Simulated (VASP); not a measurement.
# ZnAu: Zn into a neighbouring Zn vacancy, part 3 of 4

How hard is this move in ZnAu: Zn into a neighbouring Zn vacancy? Both ends are relaxed first, then a band of images between them. The start is a cell from a database of measured crystal structures.

VASP 6.6.1; PBE; plane waves and PAW (Au, Zn).

So far. Step 2 (Relax the host): The run ended after 3 ionic steps, 0.013 eV below its first step, once forces and stress met EDIFFG = -0.02. Step 3 (Relax the start): The run ended after 6 ionic steps, 0.111 eV below its first step, once the forces on the free atoms met EDIFFG = -0.05.

### 4. Relax the end

The end state is relaxed in the same way, so that both ends share their errors.

Input file INCAR:

```
SYSTEM = Zn15Au16
PREC = Normal
ENCUT = 280
EDIFF = 1E-05
NELM = 120
ISMEAR = 1
SIGMA = 0.15
LREAL = Auto
ALGO = Fast
GGA = PE
NBANDS = 210
LASPH = .TRUE.
LORBIT = 11
LWAVE = .FALSE.
LCHARG = .FALSE.
KPAR = 6
IBRION = 2
NSW = 60
ISIF = 2
EDIFFG = -0.05
POTIM = 0.4
MAXMIX = 40
ISYM = 0
```

Input file POSCAR:

```
Zn15Au16
1.0
    0.0000000000      6.3615771070      6.3615771070
    6.3615771070      0.0000000000      6.3615771070
    6.3615771070      6.3615771070      0.0000000000
Au Zn
16 15
Direct
   -0.0014717473     -0.0056046560      0.0047908702
    0.4980292724     -0.0025103907      0.0020744757
   -0.0001912259      0.5029026441     -0.0018563199
    0.0031652354      0.0006666559      0.4989384984
    0.2456410662      0.2495981061      0.2516057765
    0.4959864650      0.5018487733      0.0036636463
    0.5008118645      0.0018671639      0.4985863623
    0.7488450060      0.2489084450      0.2511982209
   -0.0013165688      0.5034100416      0.4980662216
    0.2413309975      0.7509154873      0.2538755810
    0.2514620497      0.2453911682      0.7565482212
    0.5015702759      0.4957866010      0.5002813685
    0.7510844954      0.7505880524      0.2478210670
    0.7507964251      0.2486485765      0.7500772037
    0.2493310545      0.7476810082      0.7496634519
    0.7465051503      0.7500589270      0.7499615553
    0.6225414146      0.1272891242      0.1272913809
    0.1231750928      0.6261064207      0.1255017856
    0.1229532911      0.1234020254      0.6279345888
    0.3711018212      0.3755779991      0.3770419254
    0.6283595914      0.6267564364      0.1204125830
    0.6237389722      0.1195399763      0.6267642863
    1.1260445052      0.1232114550      0.1267836187
    0.1274538219      0.6247473673      0.6232740198
    0.3773861752      0.8732714211      0.3788150350
    0.3756192370      0.3741528367      0.8739847003
    0.6250553334      0.6254915937      0.6248502630
    0.8780271420      0.8701659498      0.3745811073
    0.8799173905      0.3742241172      0.8720876191
    0.3730129312      0.8740562852      0.8774937335
    0.8700788879      0.8763393126      0.8826885347
```

Input file KPOINTS:

```
Automatic mesh
0
Gamma
3 3 3
0 0 0
```

PAW data sets: Au and Zn (PBE family, release 64).

On the command line:

```sh
$ mpirun -np 6 vasp_std
```

What it wrote:

```text
[... set-up lines as in an earlier step ...]
 entering main loop
       N       E                     dE             d eps       ncg     rms          rms(c)
DAV:   1     0.287116286763E+04    0.28712E+04   -0.10757E+05  5880   0.145E+03
DAV:   2     0.316979165384E+03   -0.25542E+04   -0.24279E+04  5880   0.407E+02
DAV:   3    -0.620276622220E+02   -0.37901E+03   -0.35300E+03  6086   0.143E+02
DAV:   4    -0.809292871323E+02   -0.18902E+02   -0.18533E+02  6408   0.364E+01
DAV:   5    -0.812362571832E+02   -0.30697E+00   -0.30608E+00  6248   0.403E+00    0.296E+01
RMM:   6    -0.748103248487E+02    0.64259E+01   -0.21000E+01  5880   0.120E+01    0.197E+01
RMM:   7    -0.745055541892E+02    0.30477E+00   -0.16981E+00  5880   0.263E+00    0.100E+01
RMM:   8    -0.744081469013E+02    0.97407E-01   -0.27427E-01  5880   0.126E+00    0.916E-01
RMM:   9    -0.744001294570E+02    0.80174E-02   -0.43292E-02  5897   0.495E-01    0.293E-01
RMM:  10    -0.744009056233E+02   -0.77617E-03   -0.11138E-02  5947   0.204E-01    0.303E-01
RMM:  11    -0.744008136364E+02    0.91987E-04   -0.23804E-03  5881   0.131E-01    0.693E-02
RMM:  12    -0.744008202516E+02   -0.66152E-05   -0.43532E-04  5953   0.609E-02    0.316E-02
RMM:  13    -0.744008267622E+02   -0.65105E-05   -0.13929E-04  5752   0.266E-02    0.227E-02
RMM:  14    -0.744008241551E+02    0.26071E-05   -0.36780E-05  4303   0.161E-02
   1 F= -.74400824E+02 E0= -.74391137E+02  d E =-.744008E+02
 curvature:   0.00 expect dE= 0.000E+00 dE for cont linesearch  0.000E+00
 trial: gam= 0.00000 g(F)=  0.690E-01 g(S)=  0.000E+00 ort = 0.000E+00 (trialstep = 0.100E+01)
 search vector abs. value=  0.690E-01
 bond charge predicted
       N       E                     dE             d eps       ncg     rms          rms(c)
DAV:   1    -0.744521473500E+02   -0.51321E-01   -0.14880E+01  6150   0.851E+00    0.287E-01
RMM:   2    -0.744602872467E+02   -0.81399E-02   -0.80323E-02  5880   0.831E-01    0.180E-01
RMM:   3    -0.744614053549E+02   -0.11181E-02   -0.13567E-02  5880   0.319E-01    0.118E-01
RMM:   4    -0.744614943668E+02   -0.89012E-04   -0.28876E-03  5900   0.163E-01    0.842E-02
RMM:   5    -0.744614736935E+02    0.20673E-04   -0.90618E-04  5889   0.855E-02    0.307E-02
RMM:   6    -0.744614815521E+02   -0.78587E-05   -0.22231E-04  6055   0.417E-02    0.155E-02
RMM:   7    -0.744614839735E+02   -0.24214E-05   -0.90849E-05  5684   0.268E-02
   2 F= -.74461484E+02 E0= -.74451472E+02  d E =-.606598E-01
[...]
3 F= -.74531552E+02 E0= -.74521430E+02  d E =-.130728E+00
[...]
4 F= -.74482506E+02 E0= -.74473985E+02  d E =-.816818E-01
[...]
5 F= -.74542952E+02 E0= -.74533080E+02  d E =-.142128E+00
[...]
6 F= -.74549071E+02 E0= -.74539249E+02  d E =-.611855E-02
 trial-energy change:   -0.006119  1 .order   -0.006028   -0.007887   -0.004168
 step:   3.0488(harm=  3.4419)  dis= 0.01117  next Energy=   -74.550963 (dE=-0.801E-02)
 bond charge predicted
       N       E                     dE             d eps       ncg     rms          rms(c)
DAV:   1    -0.745499669058E+02   -0.90381E-03   -0.22989E+00  5900   0.329E+00    0.918E-02
RMM:   2    -0.745513268804E+02   -0.13600E-02   -0.11949E-02  5880   0.336E-01    0.106E-01
RMM:   3    -0.745514904931E+02   -0.16361E-03   -0.21580E-03  5880   0.127E-01    0.761E-02
RMM:   4    -0.745515566784E+02   -0.66185E-04   -0.60533E-04  6867   0.629E-02    0.830E-02
RMM:   5    -0.745515681985E+02   -0.11520E-04   -0.13763E-04  4957   0.257E-02    0.821E-02
RMM:   6    -0.745515627475E+02    0.54510E-05   -0.47083E-05  4511   0.149E-02
   7 F= -.74551563E+02 E0= -.74541812E+02  d E =-.861049E-02
 curvature:  -1.74 expect dE=-0.932E-03 dE for cont linesearch -0.116E-03
 trial: gam=-0.01190 g(F)=  0.537E-03 g(S)=  0.000E+00 ort = 0.587E-03 (trialstep = 0.191E+01)
 search vector abs. value=  0.524E-03
 reached required accuracy - stopping structural energy minimisation
```

Wall time 5.2 min (6 MPI ranks of Intel Xeon 6975P-C (Granite Rapids), shared host); peak memory 3.3 GiB; 31 min of CPU time.

From OUTCAR (step 4):

```text
 Found     14 irreducible k-points:

   NELECT =     356.0000    total number of electrons

 E-fermi :   6.3624

 k-point     1 :       0.0000    0.0000    0.0000
  band No.  band energies     occupation
    ...
    172       4.6536      2.00000
    173       4.6542      2.00000
    174       5.0915      2.00000
    175       5.0982      2.00000
    176       5.1025      2.00000
    177       7.2568     -0.00000
    178       7.2572     -0.00000
    179       7.2588     -0.00000
    180       7.9097     -0.00000
    181       8.8032     -0.00000
    ...

 k-point     2 :       0.3333    0.0000    0.0000
  band No.  band energies     occupation
    ...
    172       4.6702      2.00000
    173       4.8896      2.00000
    174       5.7033      2.00000
    175       5.9409      2.00052
    176       5.9432      2.00056
    177       6.6581     -0.01750
    178       6.6625     -0.01593
    179       6.7712     -0.00080
    180       7.0785     -0.00000
    181       7.5985     -0.00000
    ...

  Total       -4.7806376     -4.7599167     -4.7758291      0.0467951     -0.0407214      0.0566122
  in kB      -14.8755156    -14.8110398    -14.8605533      0.1456084     -0.1267093      0.1761554
  external PRESSURE =     -14.8490362 kB  Pullay stress =       0.0000000 kB

 POSITION                                       TOTAL-FORCE (eV/Angst)
 -----------------------------------------------------------------------------------
      6.37167      6.36839     12.70738        -0.015924     -0.000142      0.009248
      6.37174      3.18308      9.51908        -0.021428     -0.010564      0.000134
      3.19225      6.37059      9.53135        -0.005711      0.013450     -0.005019
      3.20547      9.53594      6.38174        -0.008947     -0.005478     -0.014931
      3.21086      3.15572      3.14197        -0.004708      0.005715      0.017536
      3.19454      3.18202      6.35931         0.002133     -0.016356     -0.004318
      3.18986      6.35850      3.17778         0.003494      0.022924     -0.019286
      3.20091      6.37624      6.37899         0.008443      0.007170     -0.020833
      6.34185      9.51955      9.51121         0.001462     -0.011482      0.000335
      6.37014      3.18477      6.35396        -0.013001     -0.017343     -0.001638
      6.36162      6.38878      3.16895        -0.002855     -0.006088     -0.003565
      6.31483      6.39112      6.37374         0.028995     -0.003668      0.018578
      6.34554      6.38022      9.51630        -0.005083     -0.007998      0.005887
      6.34289      9.52268      6.37690        -0.012831      0.013947      0.016131
      9.54013      6.36145      6.35147         0.015918      0.012861     -0.005740
      9.53688      9.53942      9.53070         0.016625     -0.010770     -0.003371
      1.60380      4.75837      4.76837        -0.017195      0.016670     -0.019905
      4.76797      1.58692      4.70923         0.019693      0.008858      0.011576
      4.78135      4.73697      1.58551         0.005020     -0.009765     -0.010303
      4.78336      4.77006      4.75278        -0.018660     -0.005351      0.021744
      4.76520      4.81841      7.95055         0.020625      0.013416      0.010206
      4.76358      7.96586      4.80856        -0.004830      0.004079      0.013255
      1.65116      1.59117      1.57856         0.006311     -0.004997     -0.003761
      7.94382      4.77778      4.76620        -0.014428     -0.005060     -0.002594
      7.95141      4.78810      7.94666         0.001962     -0.016128     -0.017087
      7.94659      7.96389      4.77291         0.025799     -0.007937     -0.009160
      7.90289      7.94865      7.94000         0.000142     -0.013127      0.001482
      7.96145      7.95130     11.12189        -0.003224      0.013929      0.015040
      7.94608     11.13666      7.95207        -0.002591     -0.002118     -0.017402
     11.13158      7.95009      7.93340         0.006272      0.010133      0.016374
     11.14381     11.12481     11.12309        -0.011478      0.011220      0.001388
 -----------------------------------------------------------------------------------
    total drift:                               -0.011201     -0.000349     -0.020641

  FREE ENERGIE OF THE ION-ELECTRON SYSTEM (eV)
  ---------------------------------------------------
  free  energy   TOTEN  =       -74.5515627475 eV

  energy  without entropy=      -74.5223109704  energy(sigma->0) =      -74.54181216

 total charge
# of ion       s       p       d       tot
------------------------------------------
    1        0.616   0.359   8.695   9.670
    2        0.616   0.359   8.695   9.670
    3        0.609   0.348   8.695   9.651
    4        0.608   0.346   8.695   9.649
    5        0.608   0.345   8.696   9.649
    6        0.617   0.360   8.695   9.671
    7        0.617   0.360   8.695   9.672
    8        0.608   0.346   8.695   9.649
    9        0.609   0.346   8.695   9.651
   10        0.615   0.358   8.695   9.668
   11        0.617   0.360   8.695   9.672
   12        0.609   0.345   8.696   9.649
   13        0.609   0.346   8.695   9.650
   14        0.610   0.347   8.695   9.652
   15        0.617   0.359   8.695   9.671
   16        0.617   0.360   8.695   9.671
   17        0.512   0.407   9.759  10.678
   18        0.525   0.422   9.757  10.704
   19        0.524   0.423   9.758  10.705
   20        0.519   0.418   9.758  10.695
   21        0.525   0.423   9.758  10.706
   22        0.524   0.423   9.757  10.704
   23        0.526   0.424   9.758  10.707
   24        0.512   0.407   9.760  10.679
   25        0.519   0.419   9.758  10.696
   26        0.519   0.418   9.758  10.694
   27        0.524   0.422   9.757  10.704
   28        0.519   0.418   9.758  10.695
   29        0.519   0.418   9.758  10.695
   30        0.512   0.429   9.757  10.698
   31        0.519   0.418   9.758  10.694
--------------------------------------------------
tot         17.601  11.932 285.487 315.020

[... 6 parts as in an earlier step ...]

[... 6 further parts left out ...]
```

Step by step:

```
step  energy less that of the first step (eV)  largest force (eV/Å)
   1                                   0.0000                0.4588
   2                                  -0.0607                0.3667
   3                                  -0.1307                0.1748
   4                                  -0.0817                0.2996
   5                                  -0.1421                0.1082
   6                                  -0.1482                0.0594
   7                                  -0.1507                0.0346
```

The atoms that moved most (Å):

```
atom      dx      dy      dz  length
Zn22   0.016   0.011   0.080   0.082
Zn21   0.012   0.055  -0.034   0.066
Zn23   0.061  -0.017  -0.007   0.064
Zn18  -0.013   0.005  -0.057   0.059
Au10  -0.022   0.034   0.042   0.058
Zn31  -0.046  -0.026   0.013   0.055
Zn27  -0.051  -0.003  -0.015   0.054
 Au9  -0.029  -0.002  -0.044   0.053
```

The relaxed structure:

```xyz
31
Lattice="0.0000 6.3616 6.3616 6.3616 0.0000 6.3616 6.3616 6.3616 0.0000" Properties=species:S:1:pos:R:3 pbc="T T T"
Au    0.0101    0.0068   -0.0158
Au    0.0102    3.1831    3.1575
Au    3.1922    0.0090    3.1698
Au    3.2055    3.1744    0.0202
Au    3.2109    3.1557    3.1420
Au    3.1945    3.1820    6.3593
Au    3.1899    6.3585    3.1778
Au    3.2009    6.3762    6.3790
Au    6.3419    3.1580    3.1496
Au    6.3701    3.1848    6.3540
Au    6.3616    6.3888    3.1689
Au    6.3148    6.3911    6.3737
Au    6.3455    6.3802    9.5163
Au    6.3429    9.5227    6.3769
Au    9.5401    6.3614    6.3515
Au    9.5369    9.5394    9.5307
Zn    1.6038    4.7584    4.7684
Zn    4.7680    1.5869    4.7092
Zn    4.7814    4.7370    1.5855
Zn    4.7834    4.7701    4.7528
Zn    4.7652    4.8184    7.9506
Zn    4.7636    7.9659    4.8086
Zn    1.6512    7.9527    7.9401
Zn    7.9438    4.7778    4.7662
Zn    7.9514    4.7881    7.9467
Zn    7.9466    7.9639    4.7729
Zn    7.9029    7.9486    7.9400
Zn    7.9615    7.9513   11.1219
Zn    7.9461   11.1367    7.9521
Zn   11.1316    7.9501    7.9334
Zn   11.1438   11.1248   11.1231
```

This step gave:

```
electronic cycles       : 62
free energy (TOTEN)     : -74.5516 eV
energy at zero smearing : -74.5418 eV
```

The run ended after 7 ionic steps, 0.151 eV below its first step, once the forces on the free atoms met EDIFFG = -0.05.

(Part 3 of 4 ends here.)

[Lines on the potential files, build, host, timing and source positions are cut from VASP's logs without a mark.]

[Logs are printed without paths, hosts, clocks, repeated set-up lines and the standing remarks that a program may print on its own settings, such as how far it seeks lower states.]

[Hosts, paths, dates, database ids (printed as entryN), source tags and the programs' standing remarks are cut or masked in the printed files.]

[Runs that stopped without an error message from VASP are left out.]
